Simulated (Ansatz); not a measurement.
# NaH (Pm-3m), a sublattice moved along a line

The calculation used DFT r2SCAN, scalar-relativistic, plane waves, PAW (Ansatz 0.2.0). The runs took a 500 eV cutoff, a Γ-centred 10×10×10 mesh and Gaussian smearing (0.05 eV). No spin polarisation. Energies are free energies at this smearing, counted from the undisturbed cell; pressure is positive in compression.

The undisturbed cell (as given, not relaxed at this level; it stands at -0.6 GPa; this CsCl-type form isn't the usual structure):

```
Na H
1.0
     2.95512    0.00000    0.00000
     0.00000    2.95512    0.00000
     0.00000    0.00000    2.95512
Na H
1 1
Cartesian
  0.0000 0.0000 0.0000
  1.4776 1.4776 1.4776
```

Every Na atom is moved by x along the Cartesian unit vector (0.000, 1.000, 0.000); the cell and all other atoms stay fixed.

```
  x (Å)  ΔE (meV/cell)
-0.1000            2.3
-0.0500            0.6
 0.0000            0.0
 0.0125            0.0
 0.0250            0.1
 0.0375            0.3
 0.0625            0.9
 0.0750            1.3
 0.0875            1.7
```

By symmetry 0.1000 repeats -0.1000, -0.0750 repeats 0.0750, 0.0500 repeats -0.0500, -0.0250 repeats 0.0250 in energy, with the opposite slope along the path.